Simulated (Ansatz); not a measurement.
# Structures of MnO2: which is lowest?

Plane-wave DFT in Ansatz with scalar-relativistic PAW potentials, cutoff 500 eV, Γ-centred meshes chosen by cell and gap, Gaussian smearing with energies taken to zero width. Every cell was relaxed (cell and atoms) in a run of its own, within the symmetry of its start. U_eff on d shells: Mn 3.9 eV. Functional: r2SCAN+U.

Relaxed structures (starts from databases or built by putting these elements on another compound's sites):
A. C2/m, 12 atoms in the computed cell, a = 11.990 Å, b = 3.801 Å, c = 6.272 Å, β = 108.5°; sites (symmetry × multiplicity) Mn m × 4 + m × 4, O m × 4 + m × 4 + m × 4 + m × 4; start: built
B. P4_2/mnm, 6 atoms in the computed cell, a = 4.410 Å, c = 2.917 Å; sites (symmetry × multiplicity) Mn m.mm × 2, O m.2m × 4; start: database
C. Pbcn, 12 atoms in the computed cell, a = 4.350 Å, b = 5.337 Å, c = 4.852 Å; sites (symmetry × multiplicity) Mn .2. × 4, O 1 × 8; start: built
D. I4_1/amd, 6 atoms in the computed cell, a = 3.744 Å, c = 8.994 Å; sites (symmetry × multiplicity) Mn -4m2 × 4, O 2mm. × 8; start: built

Rank them by energy. Could pressure change the order?

| structure | group | E − E(lowest) (meV/atom) | V (Å³/atom) | gap on mesh (eV) |
| --- | --- | --- | --- | --- |
| B | P4_2/mnm | 0.0 | 9.45 | 0.00 |
| C | Pbcn | 8.0 | 9.39 | 0.26 |
| D | I4_1/amd | 100 | 10.50 | 0.00 |
| A | C2/m | 168 | 11.30 | 0.00 |

B is lowest, 8 meV/atom under C. The two lowest differ in volume by under 3 %, too little for a first-order estimate of what pressure does to that pair (other pairs aren't weighed here); with rigid cells even 3 % in favour of the higher one would need about 4 GPa. Other structures may lie lower than all of these, and vibrations aren't counted.

The state reached may not be the lowest one. Moments started parallel, and an antiferromagnetic order may lie lower. Magnetic cells started from one order each; another order can shift an energy by tens of meV per atom.